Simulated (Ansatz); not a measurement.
# How GaP answers to pressure

```
Ga P
1.0
     0.00000    2.72525    2.72525
     2.72525    0.00000    2.72525
     2.72525    2.72525    0.00000
Ga P
1 1
Direct
  0.00000 0.00000 0.00000
  0.75000 0.75000 0.75000
```

The cell is COD entry 9008846, as deposited and not checked against the literature; nothing was relaxed.

Method: DFT, PBEsol, all-electron LAPW, scalar-relativistic (Ansatz 0.2.0).

Numerical set-up: a Γ-centred 12×12×12 k mesh, Fermi–Dirac smearing of 0.08 eV, basis error target 0.5 meV/atom, no spin polarisation.

The cell is scaled evenly with fractional coordinates held. Semilocal gaps are too small, but their slopes carry over better.

| V/V(cell) | P (GPa) | gap on the k mesh (eV) |
| --- | --- | --- |
| 0.9400 | 5.29 | 1.355 |
| 0.9600 | 3.12 | 1.396 |
| 0.9800 | 1.18 | 1.435 |
| 0.9900 | 0.28 | 1.453 |
| 1.0000 | -0.57 | 1.470 |
| 1.0100 | -1.37 | 1.487 |
| 1.0200 | -2.12 | 1.503 |
| 1.0400 | -3.52 | 1.429 |

(1) From the rows at 0.9900 and 1.0100, what is the bulk modulus at the cell's volume?

(2) What are the gap's volume deformation potential and pressure coefficient?

(3) Predict the row at V/V(cell) = 1.0600. How far is a linear estimate of P off?

Results:

(1) B = −ΔP/Δln V = −[(-1.37) − (0.28)]/0.02000 = 82.5 GPa.

(2) dEg/dln V = (1.487 − 1.453)/0.02000 = 1.70 eV, and dEg/dP = −(dEg/dln V)/B = -21 meV/GPa: pressure narrows the gap.

(3) P = -4.77 GPa, gap 1.277 eV. The linear estimate P(cell) − B ln(V/V(cell)) = -5.38 GPa misses by 0.61 GPa, since the modulus falls on expansion.
